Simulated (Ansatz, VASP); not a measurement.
# Cross-check of GaAs between VASP and Ansatz

One calculation is typed for both programs; each brings its own data sets and cutoff. How far apart do they land? The cell comes out of the VASP series on this material, whose earlier steps may have relaxed, scaled or displaced it; both programs get it as it stands.

Calculated with Ansatz 0.2.0; plane waves, with VASP 6.6.1 beside it; relaxation of cell and atoms at LDA and elastic constants at LDA.

### 1. The starting structure

It takes space group F-43m (No. 216, cubic). The conventional cell has a = 5.610 Å, b = 5.610 Å, c = 5.610 Å, α = 90.00°, β = 90.00°, γ = 90.00°. Nearest to As lie 4 Ga at 2.43 Å. Nearest to Ga lie 4 As at 2.43 Å. Farther neighbours are not listed.

### 2. VASP: relaxation of cell and atoms, LDA

The relaxed volume is the usual yardstick between codes: its relative difference is about their pressure difference at one cell divided by the bulk modulus.

Lines of VASP's logs that name or quote its potential files are left out, and so is its time.

INCAR

```
SYSTEM = GaAs
PREC = Accurate
ENCUT = 500
EDIFF = 1E-07
NELM = 100
ISMEAR = 0
SIGMA = 0.03
LREAL = .FALSE.
ALGO = Normal
GGA = CA
NBANDS = 15
LORBIT = 11
LWAVE = .FALSE.
LCHARG = .FALSE.
KPAR = 4
IBRION = 2
NSW = 50
ISIF = 3
EDIFFG = -0.002
```

POSCAR

```
GaAs
1.0
    0.0000000000      2.8051277464      2.8051277464
    2.8051277464      0.0000000000      2.8051277464
    2.8051277464      2.8051277464      0.0000000000
As Ga
1 1
Direct
    0.7500000000      0.7500000000      0.7500000000
    0.0000000000      0.0000000000      0.0000000000
```

KPOINTS

```
Automatic mesh
0
Gamma
6 6 6
0 0 0
```

The projector-augmented-wave data sets are As and Ga_d (LDA family, release 64).

On the command line:

```
> mpirun -np 4 vasp_std
```

Numbers of over 12 decimals in the logs are rounded to 6 here.

Log:

```text
[banner, memory and clock lines left out]
running    4 mpi-ranks, on    1 nodes
 distrk:  each k-point on    1 cores,    4 groups
 distr:  one band on    1 cores,    1 groups

 POSCAR found type information on POSCAR AsGa
 POSCAR found :  2 types and       2 ions
 LDA part: xc-table for (Slater(with rela. corr.)+CA(PZ))
 , standard interpolation
 POSCAR, INCAR and KPOINTS ok, starting setup
 FFT: planning ... GRIDC
 FFT: planning ... GRID_SOFT
 FFT: planning ... GRID
 WAVECAR not read
 entering main loop
       N       E                     dE             d eps       ncg     rms          rms(c)
DAV:   1     0.797225934577E+02    0.79723E+02   -0.88267E+03   480   0.159E+03
DAV:   2    -0.337948786410E+01   -0.83102E+02   -0.79497E+02   536   0.310E+02
DAV:   3    -0.975238076394E+01   -0.63729E+01   -0.63471E+01   571   0.688E+01
DAV:   4    -0.985392590814E+01   -0.10155E+00   -0.10151E+00   601   0.969E+00
DAV:   5    -0.985532066842E+01   -0.13948E-02   -0.13946E-02   571   0.997E-01    0.307E+00
DAV:   6    -0.966195091541E+01    0.19337E+00   -0.23350E-01   755   0.892E+00    0.180E+00
DAV:   7    -0.961824178655E+01    0.43709E-01   -0.68689E-02   681   0.204E+00    0.526E-01
DAV:   8    -0.961497367730E+01    0.32681E-02   -0.94224E-03   606   0.112E+00    0.109E-01
DAV:   9    -0.961494600959E+01    0.27668E-04   -0.72921E-04   614   0.348E-01    0.423E-02
DAV:  10    -0.961495190261E+01   -0.58930E-05   -0.42310E-05   727   0.713E-02    0.224E-02
DAV:  11    -0.961495704417E+01   -0.51416E-05   -0.70285E-06   564   0.421E-02    0.256E-03
DAV:  12    -0.961495692100E+01    0.12318E-06   -0.52015E-07   613   0.107E-02    0.198E-03
DAV:  13    -0.961495692256E+01   -0.15661E-08   -0.74625E-08   408   0.233E-03
   1 F= -.96149569E+01 E0= -.96149569E+01  d E =-.961496E+01
 curvature:   0.00 expect dE= 0.000E+00 dE for cont linesearch  0.000E+00
 trial: gam= 0.00000 g(F)=  0.238E-45 g(S)=  0.625E-07 ort = 0.000E+00 (trialstep = 0.100E+01)
 search vector abs. value=  0.626E-07
 reached required accuracy - stopping structural energy minimisation
```

From OUTCAR (step 2):

```text
ion  position               nearest neighbor table
   1  0.750  0.750  0.750-   2 2.43   2 2.43   2 2.43   2 2.43
   2  0.000  0.000  0.000-   1 2.43   1 2.43   1 2.43   1 2.43

  LATTYP: Found a face centered cubic cell.
 ALAT       =     5.6102554928

 Subroutine GETGRP returns: Found 24 space group operations
 (whereof 24 operations were pure point group operations)

The static configuration has the point symmetry T_d .

 Found     16 irreducible k-points:

   k-points           NKPTS =     16   k-points in BZ     NKDIM =     16   number of bands    NBANDS=     15

   dimension x,y,z NGX =    30 NGY =   30 NGZ =   30
   dimension x,y,z NGXF=    60 NGYF=   60 NGZF=   60

   ENCUT  =  500.0 eV  36.75 Ry    6.06 a.u.   7.23  7.23  7.23*2*pi/ulx,y,z

   NELECT =      18.0000    total number of electrons

 k-points in reciprocal lattice and weights: Automatic mesh
   0.00000000  0.00000000  0.00000000       0.005
   0.16666667  0.00000000  0.00000000       0.037
   0.33333333  0.00000000  0.00000000       0.037
   0.50000000  0.00000000  0.00000000       0.019
   0.16666667  0.16666667  0.00000000       0.028
   0.33333333  0.16666667  0.00000000       0.111
   0.50000000  0.16666667  0.00000000       0.111
  -0.33333333  0.16666667  0.00000000       0.111
  -0.16666667  0.16666667  0.00000000       0.056
[...]
-0.33333333  0.33333333  0.16666667       0.111
  -0.33333333  0.50000000  0.16666667       0.056

 average (electrostatic) potential at core
       1 -53.5636       2 -67.3340

 E-fermi :   4.1654

 k-point     1 :       0.0000    0.0000    0.0000
  band No.  band energies     occupation
    ...
      5     -10.8671      2.00000
      6      -8.8997      2.00000
      7       4.0343      2.00000
      8       4.0343      2.00000
      9       4.0343      2.00000
     10       4.5372      0.00000
     11       7.7057      0.00000
     12       7.7057      0.00000
     13       7.7057      0.00000
     14      11.4439      0.00000
    ...

 k-point     2 :       0.1667    0.0000    0.0000
  band No.  band energies     occupation
    ...
      5     -10.8673      2.00000
      6      -8.5689      2.00000
      7       1.2550      2.00000
      8       3.6361      2.00000
      9       3.6361      2.00000
     10       5.6306      0.00000
     11       8.2694      0.00000
     12       8.2694      0.00000
     13       8.6798      0.00000
     14      12.8396      0.00000
    ...

 k-point     3 :       0.3333    0.0000    0.0000
  band No.  band energies     occupation
    ...
      5     -10.8654      2.00000
      6      -7.7106      2.00000
      7      -1.4836      2.00000
      8       3.0716      2.00000
      9       3.0716      2.00000
     10       5.1792      0.00000
     11       8.6857      0.00000
     12       8.6857      0.00000
     13      11.2366      0.00000
     14      12.6535      0.00000
    ...

  Total       -0.0009294     -0.0009294     -0.0009294      0.0000000      0.0000000      0.0000000
  in kB       -0.0337314     -0.0337314     -0.0337314      0.0000000      0.0000000      0.0000000
  external PRESSURE =      -0.0337314 kB  Pullay stress =       0.0000000 kB

  energy-cutoff  :      500.00
  volume of cell :       44.15
      direct lattice vectors                 reciprocal lattice vectors
     0.000000000  2.805127746  2.805127746    -0.178245002  0.178245002  0.178245002
     2.805127746  0.000000000  2.805127746     0.178245002 -0.178245002  0.178245002
     2.805127746  2.805127746  0.000000000     0.178245002  0.178245002 -0.178245002

 POSITION                                       TOTAL-FORCE (eV/Angst)
 -----------------------------------------------------------------------------------
      4.20769      4.20769      4.20769        -0.000000     -0.000000     -0.000000
      0.00000      0.00000      0.00000         0.000000      0.000000      0.000000
 -----------------------------------------------------------------------------------
    total drift:                                0.000001      0.000001      0.000000

  FREE ENERGIE OF THE ION-ELECTRON SYSTEM (eV)
  ---------------------------------------------------
  free  energy   TOTEN  =        -9.6149569226 eV

  energy  without entropy=       -9.6149569226  energy(sigma->0) =       -9.61495692

 reached required accuracy - stopping structural energy minimisation

 total charge
# of ion       s       p       d       tot
------------------------------------------
    1        1.212   1.617   0.032   2.862
    2        0.890   0.832   9.998  11.720
--------------------------------------------------
tot          2.103   2.448  10.030  14.582

[... 3 further parts left out ...]
```

CONTCAR:

```
GaAs
   1.00000000000000
     0.0000000000000000    2.8051277464000002    2.8051277464000002
     2.8051277464000002    0.0000000000000000    2.8051277464000002
     2.8051277464000002    2.8051277464000002    0.0000000000000000
  As              Ga
     1     1
Direct
     0.7500000000000000    0.7500000000000000    0.7500000000000000
     0.0000000000000000    0.0000000000000000    0.0000000000000000
```

### 3. Ansatz: relaxation of cell and atoms, LDA

Ansatz runs on its default PAW (the set named soft_2) files.

The same cell, functional (in two slightly different forms), mesh and smearing now go to Ansatz, which takes its cutoff from its data sets.

input.yaml

```yaml
crystal:
  lattice:
    - [0.0, 2.8051277464, 2.8051277464]
    - [2.8051277464, 0.0, 2.8051277464]
    - [2.8051277464, 2.8051277464, 0.0]
  atoms:
    - { symbol: As, position: [0.75, 0.75, 0.75] }
    - { symbol: Ga, position: [0.0, 0.0, 0.0] }
hamiltonian:
  xc: lda
  pseudopotentials: { kind: paw }
kpoints:
  mp_grid: { grid: [6, 6, 6] }
scf:
  occupations: { method: gaussian, width: 0.03 }
relax:
  f_tol: 0.01
  max_steps: 60
  cell: { stress_tol: 0.05 }
output:
  forces: true
  stress: true
```

On the command line:

```
> ansatz run input.yaml --threads 4 --pin off --max-ram 9216MiB --backend cpu --events-out ev --progress --plain --runs-dir out
```

Log:

```text
Engine: ansatz 0.2.0, aarch64-unknown-linux-gnu
Pseudopotentials: kind: paw
Pseudopotential: As, paw, valence charge 15, recommended cutoff 420 eV (normal), As.paw.azcp
Pseudopotential: Ga, paw, valence charge 13, recommended cutoff 420 eV (normal), Ga.paw.azcp
Functional definition: SPW92
  exchange = slater_x
  correlation = pw_c
Crystal: 2 atoms, lattice volume = 44.146 Å³
Basis set: ecut = 420 eV, 869 PW (Γ)
Bands: 18, of which v1, the nominal top of the filled ones, is band 14 counted from 1 (13 counted from 0)
Symmetry: 24 space group operations
Space group: F-43m (ITA 216), of the structure as read, at distance tolerance 3.5e-5 Å
k-points: 16 of 216 (time reversal used)
Non-local potential: As, projectors of the file, l = 0: 2, l = 1: 2, l = 2: 3, l = 3: 1
Non-local potential: Ga, projectors of the file, l = 0: 2, l = 1: 2, l = 2: 3, l = 3: 1
PAW form: soft (Blöchl's): semilocal exchange-correlation on the pseudo side does not see the compensation charge
PAW frozen core: As, regenerated for the run's functional, and the local potential with it (the file was generated under x = pbe(κ = 0.804, μ = 0.219515), c = pbe(β = 0.066725))
PAW frozen core: Ga, regenerated for the run's functional, and the local potential with it (the file was generated under x = pbe(κ = 0.804, μ = 0.219515), c = pbe(β = 0.066725))
PAW one-centre angular grid: As, 590 points (default); XC on 64 Gauss nodes
PAW one-centre angular grid: Ga, 590 points (default); XC on 64 Gauss nodes
Initial density: superposition of atomic densities (neutral atoms: chi_scale 0, normalization atom), corrected by the library's trained network
Initial wavefunctions: pseudopotential atomic-orbital guess
Functional: x = slater, c = lda
SCF iter   1: F=—  HF=-8481.272550 eV  |F-HF|=—  |Δ(HF+E_count)|=         —  Δρ=4.66e-3  dr2=5.61e-3  ethr=1.77e-3  ⟨swp⟩=5.9  Hψ=1338  notcnv=0
preconditioner: auto → none  [insulator: Δε(μ)=0.431 eV  Ē_g=15.577 eV  σ=0.030 eV  W_gap=1.00  n_scr=14 (ndim 8)  ℏωp=23.7 eV  f_vac=0.080  D(μ)=0.00/eV (n_scr^D=0)  ε∞_Penn≈3.3]
SCF iter   2: F=—  HF=-8481.270076 eV  |F-HF|=—  |Δ(HF+E_count)|=   2.47e-3  Δρ=2.33e-3  dr2=8.73e-4  ethr=2.00e-5  ⟨swp⟩=2.9  Hψ=680  notcnv=0
SCF iter   3: F=—  HF=-8481.270029 eV  |F-HF|=—  |Δ(HF+E_count)|=   4.63e-5  Δρ=6.01e-4  dr2=1.57e-4  ethr=3.12e-6  ⟨swp⟩=2.0  Hψ=424  notcnv=0
SCF iter   4: F=—  HF=-8481.269956 eV  |F-HF|=—  |Δ(HF+E_count)|=   7.31e-5  Δρ=2.29e-4  dr2=1.04e-5  ethr=5.60e-7  ⟨swp⟩=2.0  Hψ=430  notcnv=0
SCF iter   5: F=—  HF=-8481.269952 eV  |F-HF|=—  |Δ(HF+E_count)|=   4.31e-6  Δρ=1.50e-5  dr2=1.20e-7  ethr=3.70e-8  ⟨swp⟩=2.1  Hψ=382  notcnv=0
SCF iter   6: F=-8481.269952 eV  HF=-8481.269952 eV  |F-HF|=1.60e-9  |Δ(HF+E_count)|=   7.41e-9  Δρ=3.14e-6  dr2=2.25e-9  ethr=3.57e-10  ⟨swp⟩=4.0  Hψ=940  notcnv=0
SCF 1 converged in 6 iterations: F = -8481.269952 eV  dr2 = 2.25e-9
  greatest PAW one-centre occupation: 0.999 electrons in one spin orbital (limit 2), on the As atom at site 0 (counted from 0), in its partial waves of l = 2
relax step   1: F+E_penalty+E_count = -8481.26995204 eV  Δ(F+E_penalty+E_count) = +0.000e0 eV  max|allowed force component| = 1.122e-16 eV/Å  Δτ_max = 0.0000 Å  P = -0.319 GPa  Ω = 44.146 Å³  (6 SCF iters, dr2 threshold 1.00e-7 eV, accepted)
[...]
relax step   2: F+E_penalty+E_count = -8481.27016274 eV  Δ(F+E_penalty+E_count) = -2.107e-4 eV  max|allowed force component| = 3.426e-17 eV/Å  Δτ_max = 0.0000 Å  P = -0.062 GPa  Ω = 43.993 Å³  energy of the carried Pulay correction = +2.900e-5 eV  (3 SCF iters, dr2 threshold 2.00e-7 eV, accepted)
[...]
relax step   3: F+E_penalty+E_count = -8481.27017670 eV  Δ(F+E_penalty+E_count) = -1.397e-5 eV  max|allowed force component| = 3.426e-17 eV/Å  Δτ_max = 0.0000 Å  P = +0.001 GPa  Ω = 43.956 Å³  energy of the carried Pulay correction = +3.596e-5 eV  (4 SCF iters, dr2 threshold 9.54e-9 eV, accepted)
[...]
relax step   4: F+E_penalty+E_count = -8481.27011626 eV  Δ(F+E_penalty+E_count) = +6.044e-5 eV  max|allowed force component| = 4.120e-17 eV/Å  Δτ_max = 0.0000 Å  P = +0.001 GPa  Ω = 43.956 Å³  stress off target by 1.48e-3 GPa  SCF on the basis re-selected at this cell (its energy is not comparable with the rows above)  (5 SCF iters)
basis re-selected at this cell: Δ(F+E_penalty+E_count) = +6.044e-5 eV, ΔP = +0.001 GPa vs the last step (what re-selecting the basis moved, of the pressure what is left beyond the Pulay correction that the steps carried, after the strain that the cell walked since its last selection, with what the two solves' SCF thresholds leave and, on support functions, any second-order correction that the steps lacked; it is no m [...]
SCF converged after 5 iterations
Free energy (F): -8481.270116 eV
Harris-Foulkes:  -8481.270116 eV  (|F-HF|=0.00e0)
Internal energy: -8481.270116 eV  (E = F + TS)
E sigma→0 (E₀):  -8481.270116 eV
Fermi energy:    8.501422 eV
--- Per-component energies (eV) ---
  E_band       = -314.567831
  E_kinetic    = 221.028898
  E_local      = -3887.210262  (includes V_loc(G=0)·N_el)
  E_nonlocal   = -238.467278
  E_hartree    = 1958.230582
  E_xc         = -148.294306
  E_vxc        = -138.882607  (∫ρ·V_xc dr)
  E_paw        = -3666.829740  (= ΣΔE_a)
  E_vpaw       = -187.497636  (= ΣTr[D̂ρ^β])
  E_aug_tail   = -0.000107  (compensation charges beyond the density's cutoff)
  E_ewald      = -2723.531613
  E_core_change = 3.803710  (= ΣΔE_core)
  E_smearing   = -0.000000  (= −TS)
  E_closure    = -0.000000  (closes the sum)
  Σ components = -8481.270116   (vs F -8481.270116, Δ=0.00e0)
--- Forces (eV/Å), atoms counted from 1 ---
  atom   1  As     0.00000000     0.00000000    -0.00000000
  atom   2  Ga     0.00000000    -0.00000000     0.00000000
  max |Σ_I F_I| component: 7.95e-17 eV/Å
--- Stress (GPa, compression-positive) ---
        0.001478       0.000000       0.000000
        0.000000       0.001478       0.000000
        0.000000       0.000000       0.001478
  P = ⅓ Tr σ = 0.0015 GPa (0.015 kbar)
--- Relaxed structure (3 steps of the walk, 3 accepted, 1 SCFs on fresh bases) ---
  F+E_penalty+E_count = -8481.27011626 eV   max|allowed force component| = 4.120e-17 eV/Å   (the final SCF, on the basis selected at the relaxed cell)
  cell:  # Å, volume = 43.9560 Å³
    - [0, 2.801105, 2.801105]
    - [2.801105, 0, 2.801105]
    - [2.801105, 2.801105, 0]
  atoms:
    - { symbol: As, position: [0.750000, 0.750000, 0.750000] }
    - { symbol: Ga, position: [0, 0, 0] }
```

It took 1.2 s on 4 threads of Arm Neoverse V2, shared host; peak memory 0.32 GiB; 3.6 s of CPU time.

(Continued in part 2 of 2.)

[Lines on the potential files, build, host, timing and source positions are cut from VASP's logs without a mark.]

[Logs are printed without paths, hosts, clocks, repeated set-up lines and the standing remarks that a program may print on its own settings, such as how far it seeks lower states.]

[Hosts, paths, dates, database ids (printed as entryN), source tags and the programs' standing remarks are cut or masked in the printed files.]
